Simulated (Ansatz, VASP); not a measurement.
Given: the input of a run of VASP 6.6.1 on Ga.

Contents of INCAR:

```
PREC = Accurate
ENCUT = 520
EDIFF = 1E-7
ISMEAR = -1
SIGMA = 0.05
LREAL = F
LASPH = T
NELM = 60
ALGO = Normal
ISIF = 2
LWAVE = F
LCHARG = F
GGA = PS
NBANDS = 20
```

KPOINTS

```
regular mesh
0
Gamma
  10 10 8
```

POSCAR

```
Ga
1.0
    1.4101245334     -4.1054710295      0.0000000000
    1.4101245334      4.1054710295      0.0000000000
   -0.1197509717      0.0000000000      3.3952387564
Ga
2
Direct
    0.1310000000      0.8690000000      0.7500000000
    0.8690000000      0.1310000000      0.2500000000
```

Potentials or basis: VASP PAW PBE potentials, release 64 (Ga_d).

The run is started by

```sh
$ cat potpaw_PBE.64/Ga_d/POTCAR > POTCAR
$ mpirun -np 1 vasp_std > vasp.out
```

Problem. Translate it to Ansatz 0.2.0. Potentials there: Ansatz PAW.

Solution. As run (the cutoff follows the program's own potentials):

Contents of input.yaml:

```yaml
crystal:
  lattice:
    - [1.4101245334, -4.1054710295, 0.0]
    - [1.4101245334, 4.1054710295, 0.0]
    - [-0.1197509717, 0.0, 3.3952387564]
  atoms:
    - { symbol: Ga, position: [0.131, 0.869, 0.75] }
    - { symbol: Ga, position: [0.869, 0.131, 0.25] }
hamiltonian:
  xc: pbesol
  pseudopotentials: { kind: paw }
kpoints:
  mp_grid: { grid: [10, 10, 8] }
scf:
  occupations: { method: fermi_dirac, width: 0.05 }
output:
  forces: true
  stress: true
  eigenvalues: true
```

Potentials or basis: Ansatz PAW.

Run with:

```console
$ ansatz run input.yaml --threads 1 --pin off --max-ram 3584MiB --backend cpu --events-out ev --progress --plain --runs-dir out
```

Both were run:

|  | VASP | Ansatz | Ansatz less VASP |
| --- | --- | --- | --- |
| gap on the k mesh at the Fermi level (eV) | none | none | - |
| pressure (GPa) | -4.4 | -4.5 | -0.11 |
| largest component of the traceless stress (GPa) | 0.68 | 0.67 | -0.011 |
| rms of the force components (eV/Å) | 0.097 | 0.097 | +0.0001 |

Atom by atom the forces differ by 0.000 eV/Å (rms over components). A gap of «none» marks a metal or a gap that the smearing closes.

Caveats: the PAW data sets were made with another functional, which shifts forces and pressure a little (VASP); the PAW data sets come from PBE, with cores solved anew for the run's functional, which leaves a small shift of forces and pressure (Ansatz).
